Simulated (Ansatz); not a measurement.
## SiRu: equation of state with PBEsol

Crystal: SiRu.

```
CELL_PARAMETERS angstrom
4.70860 0.00000 0.00000
0.00000 4.70860 0.00000
0.00000 0.00000 4.70860
ATOMIC_POSITIONS crystal
Ru 0.12941 0.12941 0.12941
Ru 0.37059 0.87059 0.62941
Ru 0.62941 0.37059 0.87059
Ru 0.87059 0.62941 0.37059
Si 0.83758 0.83758 0.83758
Si 0.66242 0.16242 0.33758
Si 0.33758 0.66242 0.16242
Si 0.16242 0.33758 0.66242
```

The cell comes from a database or a generator and needn't be the stable form of this composition.

```
Program             : Ansatz 0.2.0
Task                : equation of state
Functional          : PBEsol
Potentials or basis : Ansatz PAW
Cutoff              : 420 eV
Density cutoff      : 1680 eV
k mesh              : 6 × 6 × 6
Occupations         : fermi-dirac, width 0.05 eV
Spin                : no spin polarisation
```

```yaml
Equilibrium_volume: 12.93 Å³/atom
Bulk_modulus_at_fixed_shape_and_positions: 263 GPa
Pressure_derivative_of_the_bulk_modulus: 4.6
```

Energy against volume, from the lowest point:
| volume (Å³/atom) | energy (meV/atom) |
| --- | --- |
| 12.266 | 29.48 |
| 12.527 | 9.75 |
| 12.788 | 0.28 |
| 13.049 | 0.00 |
| 13.310 | 7.93 |
| 13.571 | 23.18 |
| 13.832 | 44.97 |

All runs of the series together: 10 s on 4 threads of Intel(R) Xeon(R) 6975P-C (Granite Rapids), on a shared host.

Caveat: the cell was scaled at fixed shape and fractional positions, which overstates the stiffness of a crystal with free parameters, most of all of layers and chains.
